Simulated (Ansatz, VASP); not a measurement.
## KTaO3: VASP beside Ansatz

```xyz
5
Lattice="4.0244 0.0000 0.0000 0.0000 4.0244 0.0000 0.0000 0.0000 4.0244" Properties=species:S:1:pos:R:3 pbc="T T T"
K     2.0122    2.0122    2.0122
Ta    0.0000    0.0000    0.0000
O     0.0000    2.0122    0.0000
O     0.0000    0.0000    2.0122
O     2.0122    0.0000    0.0000
```

Alike in both runs: functional PBE; k mesh 8 × 8 × 8; occupations gaussian, width 0.02 eV; no spin polarisation.

Ansatz relaxed the structure, and its values are those at the end. VASP's run is a single point on that final structure, the one shown.

|  | VASP | Ansatz |
| --- | --- | --- |
| version | VASP 6.6.1 | Ansatz 0.2.0 |
| potentials or method | VASP PAW PBE potentials, release 64 (K_sv, Ta_pv, O) | scalar-relativistic, plane waves, PAW |
| plane-wave cutoff (eV) | 520 | 420 |
| valence electrons in the cell | 38 | 40 |

|  | VASP | Ansatz | Ansatz less VASP |
| --- | --- | --- | --- |
| gap on the k mesh at the Fermi level (eV) | 2.12 | 2.16 | +0.046 |
| least direct gap on the mesh (eV) | 2.75 | 2.78 | +0.036 |
| pressure (GPa) | 0.6 | 0.0 | -0.58 |

The two sets of potentials don't hold the same shells in valence.

Caveats: spin-orbit coupling is left out, which moves the levels of the heavy elements. A k mesh can miss the band edges. Expect the measured gap to be larger: semilocal functionals such as PBE lack the derivative discontinuity.
